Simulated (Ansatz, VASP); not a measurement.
# One calculation of Pd, two programs

The input INCAR:

```
SYSTEM = Pd
  PREC = Accurate
  ENCUT = 600
  EDIFF = 1E-7
  ISMEAR = 0
  SIGMA = 0.1
  LREAL = .False.
  LASPH = .True.
  NELM = 100
  ALGO = Normal
  ISIF = 3
  LWAVE = .False.
  LCHARG = .False.
  GGA = PS
  IBRION = 2
  NSW = 80
  EDIFFG = -0.01
```

File KPOINTS:

```
Automatic mesh
0
Gamma
  18 18 18
  0 0 0
```

The input POSCAR:

```
Pd
1.0
    0.0000000000      1.9391614246      1.9391614246
    1.9391614246      0.0000000000      1.9391614246
    1.9391614246      1.9391614246      0.0000000000
Pd
1
Direct
    0.0000000000      0.0000000000      0.0000000000
```

Input for Ansatz:

```yaml
crystal:
  lattice:
    - [0.0, 1.9391614246, 1.9391614246]
    - [1.9391614246, 0.0, 1.9391614246]
    - [1.9391614246, 1.9391614246, 0.0]
  atoms:
    - { symbol: Pd, position: [0.0, 0.0, 0.0] }
basis:
  ecutwfc: 420
kpoints:
  mp_grid: { grid: [18, 18, 18] }
hamiltonian:
  xc: pbesol
scf:
  occupations: { method: gaussian, width: 0.1 }
output:
  forces: true
  stress: true
  eigenvalues: true
relax:
  adjacent_minimum: "off"
  f_tol: 0.01
  max_steps: 60
  cell: { stress_tol: 0.1 }
```

Alike in both runs: task relaxation of cell and atoms; functional PBEsol; k mesh 18 × 18 × 18; occupations gaussian, width 0.1 eV; no spin polarisation.

|  | VASP | Ansatz |
| --- | --- | --- |
| version | VASP 6.6.1 | Ansatz 0.2.0 |
| potentials or method | VASP PAW PBE potentials, release 64 (Pd) | scalar-relativistic, plane waves, PAW |
| plane-wave cutoff (eV) | 600 | 420 |
| valence electrons in the cell | 10 | 18 |

```tsv
	VASP	Ansatz	Ansatz less VASP
gap on the k mesh at the Fermi level, each at its own relaxed structure (eV)	none	none	-
relaxed volume (Å³/atom)	14.52	14.55	+0.027
relaxed cell length with the largest relative difference (Å)	2.738	2.740	+0.0017
```

A gap of «none» marks a metal or a gap that the smearing closes. The two sets of potentials don't hold the same shells in valence.

Caveats: the PAW data sets were made with another functional, which shifts forces and pressure a little (VASP).
